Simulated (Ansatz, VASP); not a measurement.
**Two plane-wave programs on W**

```
W
1.0
    -1.58234    1.58234    1.58234
     1.58234   -1.58234    1.58234
     1.58234    1.58234   -1.58234
W
1
Direct
  0.00000 0.00000 0.00000
```

Alike in both runs: task relaxation of cell and atoms; functional PBE; k mesh 12 × 12 × 12; occupations fermi-dirac, width 0.05 eV; no spin polarisation.

|  | VASP | Ansatz |
| --- | --- | --- |
| version | VASP 6.6.1 | Ansatz 0.2.0 |
| potentials or method | VASP PAW PBE potentials, release 64 (W_sv) | Ansatz PAW |
| plane-wave cutoff (eV) | 600 | 420 |
| valence electrons in the cell | 14 | 14 |

Ansatz gave:

```
gap on the k mesh at the Fermi level, each at its own relaxed structure (eV) : none
relaxed volume (Å³/atom)                                                     : 16.15
relaxed cell length with the largest relative difference (Å)                 : 2.758
energy change over the relaxation (meV/atom)                                 : -5
```

Question: Estimate VASP's values.

Answer: gap on the k mesh at the Fermi level, each at its own relaxed structure (eV): none; relaxed volume (Å³/atom): 16.18; relaxed cell length with the largest relative difference (Å): 2.760; energy change over the relaxation (meV/atom): -7.

A gap of «none» marks a metal or a gap that the smearing closes.

Caveats: the plane-wave basis is chosen anew once the cell has moved, so the energies of steps on either side of that aren't comparable (Ansatz). The runs have no spin-orbit coupling, so splittings on W are missing. Zero-point motion and thermal expansion aren't in these numbers. PBE usually gives volumes a little too large and moduli too small.
